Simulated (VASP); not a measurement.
Write the native input for VASP 6.6.1 that does the following.

| Item | Value |
| --- | --- |
| Task | core levels |
| Functional | PBE |
| Potentials or basis | VASP PAW PBE potentials, release 64 (W_sv, Si) |
| Cutoff | 520 eV |
| k mesh | 5 × 5 × 3 |
| Occupations | gaussian, width 0.02 eV |
| Spin | no spin polarisation |
| Further INCAR settings | ALGO = Normal; EDIFF = 1e-06 |

The structure of Si2W lies in POSCAR:

```
Si2W
1.0
    4.6168523821      0.0000000000      0.0000000000
   -2.3084261911      3.9983114484      0.0000000000
    0.0000000000      0.0000000000      6.6532220000
W Si
3 6
Direct
    0.5000000000      0.0000000000      0.5000000000
    0.5000000000      0.5000000000      0.8333333333
    0.0000000000      0.5000000000      0.1666666667
    0.3272520000      0.1636260000      0.1666666667
    0.8363740000      0.1636260000      0.8333333333
    0.1636260000      0.3272520000      0.5000000000
    0.6727480000      0.8363740000      0.1666666667
    0.1636260000      0.8363740000      0.8333333333
    0.8363740000      0.6727480000      0.5000000000
```

Measurements of this composition are mostly on another form, of space group No. 139.

One way to write it, as run:

INCAR

```
ALGO = Normal
EDIFF = 1E-6
ENCUT = 520
GGA = PE
ICORELEVEL = 1
ISIF = 2
ISMEAR = 0
LASPH = T
LCHARG = F
LREAL = F
LWAVE = F
NELM = 60
PREC = Accurate
SIGMA = 0.02
```

KPOINTS

```
k-points
0
Gamma
  5 5 3
```

Potentials or basis: VASP PAW PBE potentials, release 64 (W_sv, Si).

The run is started by

```console
$ cat potpaw_PBE.64/W_sv/POTCAR potpaw_PBE.64/Si/POTCAR > POTCAR
$ mpirun -np 1 vasp_std > vasp.out
```

Results of the run:

```
Pressure               : -0.5 GPa
Largest force          : 0.013 eV/Å
Band gap on the k mesh : 0.40 eV, indirect (least direct gap 0.92 eV)
```

Caveat: spin-orbit coupling is left out, which moves the levels of the heavy elements; an odd mesh through Γ misses points on the zone boundary, where band edges often lie.

It took 31 s on 1 thread of AMD EPYC 9R45 96-Core Processor (Zen 5) (shared host), peak memory 0.21 GiB.
